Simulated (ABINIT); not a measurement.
Here is an ABINIT 10.8.3 (patched build) calculation.

Contents of run.abi:

```
# Datasets: ground state, then fixed potential
ndtset 2

# Pseudopotentials
pp_dirpath "./"
pseudos "C.LDA_PW-JTH.xml"

# Structure
acell 3*1.0 Angstrom
rprim
     2.5221000000     0.0000000000     0.0000000000
    -1.2610500000     2.1842026709     0.0000000000
     0.0000000000     0.0000000000    12.3557000000
ntypat 1
znucl 6
natom 12
typat 1 1 1 1 1 1 1 1 1 1 1 1
xred
     0.6666666667     0.3333333333     0.3541700000
     0.3333333333     0.6666666667     0.8541700000
     0.6666666667     0.3333333333     0.1458300000
     0.3333333333     0.6666666667     0.6458300000
     0.6666666667     0.3333333333     0.4791700000
     0.3333333333     0.6666666667     0.9791700000
     0.6666666667     0.3333333333     0.0208300000
     0.3333333333     0.6666666667     0.5208300000
     0.0000000000     0.0000000000     0.8125000000
     0.0000000000     0.0000000000     0.3125000000
     0.0000000000     0.0000000000     0.6875000000
     0.0000000000     0.0000000000     0.1875000000

# Plane-wave basis
ecut 23.0
pawecutdg 45.0

# Exchange and correlation
ixc -208012
usekden 1
pawxcdev 0

# Bands and occupations
occopt 3
tsmear 0.05 eV

# SCF cycle
nstep 100
diemix 0.3
optforces 0
optstress 0

# Output
iomode 3
prtwf 0
prteig 0
prtebands 0
prtden1 1
prtkden1 1

# Dataset 1
kptopt1 1
ngkpt1 8 8 2
nshiftk1 1
shiftk1 0.0 0.0 0.0
nband1 32
tolvrs1 1.0e-7

# Dataset 2: bands along G-M-K-G-A-L-H-A
iscf2 -2
getden2 1
getkden2 1
nband2 38
nbdbuf2 4
tolwfr2 1.0e-11
kptopt2 -7
ndivsm2 6
prteig2 1
kptbounds2
     0.0000000000     0.0000000000     0.0000000000
     0.5000000000     0.0000000000     0.0000000000
     0.3333333333     0.3333333333     0.0000000000
     0.0000000000     0.0000000000     0.0000000000
     0.0000000000     0.0000000000     0.5000000000
     0.5000000000     0.0000000000     0.5000000000
     0.3333333333     0.3333333333     0.5000000000
     0.0000000000     0.0000000000     0.5000000000
```

Potentials or basis: JTH PAW LDA v2.0.

Run with:

```bash
$ mpirun --bind-to none -np 4 abinit run.abi > log 2>&1
```

Q: What does it give for the band gap on the k mesh?

A: 5.31 eV, indirect (least direct gap 6.39 eV).

Q: Predict the band gap along the path.

A: 5.30 eV, indirect (least direct gap 6.39 eV).

Levels at the corners of the path, in eV from the valence-band top:
| point | band 20 | band 21 | band 22 | band 23 | band 24 | band 25 | band 26 | band 27 | band 28 | band 29 |
| --- | --- | --- | --- | --- | --- | --- | --- | --- | --- | --- |
| Γ | -0.91 | -0.91 | -0.14 | 0.00 | 0.00 | 6.39 | 6.39 | 6.79 | 7.45 | 7.45 |
| M | -4.19 | -3.90 | -3.90 | -3.46 | -2.79 | 5.52 | 6.11 | 6.30 | 6.61 | 7.80 |
| K | -5.98 | -5.73 | -4.60 | -4.37 | -4.37 | 6.79 | 6.79 | 7.31 | 9.91 | 10.64 |
| Γ | -0.91 | -0.91 | -0.14 | 0.00 | 0.00 | 6.39 | 6.39 | 6.79 | 7.45 | 7.45 |
| A | -1.27 | -0.30 | -0.30 | -0.30 | -0.30 | 6.77 | 6.77 | 6.77 | 6.77 | 7.32 |
| L | -4.79 | -3.62 | -3.62 | -3.12 | -3.12 | 5.70 | 5.70 | 6.85 | 6.85 | 7.05 |
| H | -5.58 | -5.09 | -5.09 | -4.58 | -4.58 | 7.07 | 7.07 | 8.18 | 8.18 | 9.18 |
| A | -1.27 | -0.30 | -0.30 | -0.30 | -0.30 | 6.77 | 6.77 | 6.77 | 6.77 | 7.32 |

Caveat: the constant c of TB-mBJ comes from the pseudo density here, which moves gaps by up to 0.3 eV between sets of potentials; the atomic spheres overlap.
